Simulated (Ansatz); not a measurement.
Ionic part of the dielectric constant of NaF at 1.9 GPa, mode by mode

The calculation used DFT r2SCAN+D3(BJ), scalar-relativistic, plane waves, PAW in Ansatz. Cutoff 500 eV, 8×8×8 k-points (Γ-centred), fixed occupations. No spin polarisation. Phonons by linear response, acoustic sum rule imposed.

The structure is cubic, space group F-43m (No. 216). Conventional cell: a = 4.962 Å, b = 4.962 Å, c = 4.962 Å, α = 90.00°, β = 90.00°, γ = 90.00°. Na (site symmetry -43m) has 4 F at 2.15 Å as nearest neighbours. F (site symmetry -43m) has 4 Na at 2.15 Å as nearest neighbours.

The cell is the ideal cubic zincblende prototype; this isn't the usual structure of the compound.

The primitive cell has V = 30.54 Å³ and ε∞,xx = 1.676. Each polar mode adds Δε = (4.92064×10⁷/V)·S/ν² along x, with S its oscillator strength in e²/amu, ν in cm⁻¹ and V in Å³.

**Question.** From these modes, find each Δε and ε0,xx.
```json
{"ν (cm⁻¹)": "330.9", "S_xx (e²/amu)": "0.08905"}
```

**Answer.**
```csv
ν (cm⁻¹),Δε
330.9,1.31
```

The sum is 1.310, so ε0,xx = 2.99; the run's tensor has 2.99.

**Question.** Where do the longitudinal modes lie for a wave vector along x?

**Answer.** At 442 cm⁻¹. The Lyddane–Sachs–Teller product Π(ν_LO/ν_TO)² = 1.78 matches ε0/ε∞ = 1.78.

Cost: 1 run of about 5.5 core-minutes, on Intel Xeon Processor @ 2.50GHz (Skylake/Cascade Lake) (shared hosts).